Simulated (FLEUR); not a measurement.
ZnS (Wurtzite-2H):

```
Zn S
1.0
     3.81100    0.00000    0.00000
    -1.90550    3.30042    0.00000
     0.00000    0.00000    6.23400
Zn S
2 2
Direct
  0.66667 0.33333 0.50000
  0.33333 0.66667 0.00000
  0.66667 0.33333 0.88500
  0.33333 0.66667 0.38500
```

Base run:

```yaml
Program: FLEUR MaX-R8.1 (later development tree)
Functional: r2SCAN
Potentials_or_basis: all-electron
Basis: FLAPW
Kmax: 5.16 1/bohr
k_mesh: 8 × 8 × 5
Occupations: fermi-dirac, width 0.05 eV
Spin: no spin polarisation
```

Its results: band gap on the k mesh 2.82 eV, direct.

The run is repeated on the same cell with these changes: functional from r2SCAN to PBEsol. What comes out?

Band gap on the k mesh 2.11 eV, direct.

r2SCAN gives the wider gap, since meta-GGAs in the generalised Kohn-Sham scheme recover part of the derivative discontinuity.

Caveats: the meta-GGA is that of a development version, with a GGA for the radial functions and cores and without core tails (some runs).

Not every run made on this cell is shown here.
